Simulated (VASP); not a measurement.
## CuCl (Nantokite): relaxation of cell and atoms with PBEsol

CuCl (Nantokite):

```
Cu Cl
1.0
     0.00000    2.64977    2.64977
     2.64977    0.00000    2.64977
     2.64977    2.64977    0.00000
Cu Cl
1 1
Direct
  0.00000 0.00000 0.00000
  0.25000 0.25000 0.25000
```

```
Program                : VASP 6.6.1
Task                   : relaxation of cell and atoms
Functional             : PBEsol
Potentials or basis    : VASP PAW PBE potentials, release 64 (Cu, Cl)
Cutoff                 : 600 eV
k mesh                 : 10 × 10 × 10
Occupations            : gaussian, width 0.03 eV
Spin                   : no spin polarisation
Further INCAR settings : ALGO = Normal; EDIFF = 1e-07; IBRION = 2; EDIFFG = -0.005; NSW = 90; ISIF = 3
```

```
Pressure after relaxing : 0.0 GPa
Band gap on the k mesh  : 0.55 eV, direct
```

Final structure:
```cif
data_structure
_symmetry_space_group_name_H-M 'P 1'
_symmetry_Int_Tables_number 1
_cell_length_a 3.7473
_cell_length_b 3.7473
_cell_length_c 3.7473
_cell_angle_alpha 60.000
_cell_angle_beta 60.000
_cell_angle_gamma 60.000
_cell_volume 37.21
loop_
_atom_site_label
_atom_site_type_symbol
_atom_site_fract_x
_atom_site_fract_y
_atom_site_fract_z
_atom_site_occupancy
Cu1 Cu 0.00000 0.00000 0.00000 1
Cl1 Cl 0.25000 0.25000 0.25000 1
```

Levels at points of the mesh, in eV from the valence-band top:
| k point | band 7 | band 8 | band 9 | band 10 | band 11 | band 12 |
| --- | --- | --- | --- | --- | --- | --- |
| (0.00, 0.00, 0.00) | 0.00 | 0.00 | 0.00 | 0.55 | 6.68 | 6.68 |
| (0.50, 0.00, 0.00) | -1.59 | -0.66 | -0.66 | 2.92 | 6.95 | 7.13 |
| (0.50, 0.50, 0.00) | -1.52 | -1.29 | -1.29 | 3.27 | 4.53 | 8.99 |

It took 6.4 s on 4 MPI ranks on AMD EPYC 9R45 (Zen 5) (shared host), peak memory 0.15 GiB a rank.

Caveat: the relaxation stopped at its first step, so nothing moved; the PAW data sets were made with another functional, which shifts forces and pressure a little. PBEsol gaps usually lie below the measured ones, often by a third to a half.
